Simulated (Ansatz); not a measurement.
Zone-centre phonons of InAs at 2 GPa: input and output

Method: DFT PBE, scalar-relativistic, plane waves, PAW in Ansatz.

Launched with:
```bash
ansatz run input.yaml --threads 1 --pin off --max-ram 3072MiB --backend cpu --events-out ev --progress --plain --runs-dir out
```

Input (bare energies are in eV):
```yaml
crystal:
  lattice:
    - [0.0, 3.054928245, 3.054928245]
    - [3.054928245, 0.0, 3.054928245]
    - [3.054928245, 3.054928245, 0.0]
  atoms:
    - { symbol: In, position: [0.0, 0.0, 0.0] }
    - { symbol: As, position: [0.75, 0.75, 0.75] }
basis:
  ecutwfc: 420
kpoints:
  mp_grid: { grid: [12, 12, 12] }
hamiltonian:
  xc: pbe
scf:
  occupations: { method: fermi_dirac, width: 0.15 }
output:
  eigenvalues: true
phonons:
  method: dfpt
  eigenvectors: true
```

Results section of the output:
```
--- Phonons (Γ-DFPT): 2 representative perturbations + reference, on 163 of 1728 k-points (Σ response iterations 6) ---
  k mesh reduced under 8 symmetry operations, with k and −k counted as one. Each operation leaves every solved displacement unchanged or reverses it
  ASR residual: 1.159e-4 → 0.000e0 eV/Å²; symmetrization residual: 6.682e-7 eV/Å²
  ASR residual per site (eV/Å²): 1.16e-4 3.62e-5
  Γ frequencies (cm⁻¹): 0.00 0.00 0.00 209.39 209.39 209.39
  non-analytic LO–TO correction: not included (Born effective charges unavailable; polar crystals: no LO–TO splitting at Γ)
```

Time: 51 s on 1 thread of Arm Neoverse V2 (shared host), peak memory 0.77 GiB.

Without a gap, frequencies and elastic constants depend on the k mesh and the smearing, soft modes and shear constants most.

The bands only touch here, so at this level the crystal is a zero-gap semiconductor or semimetal, not an ordinary metal; spin–orbit coupling, left out, can open or move such a gap.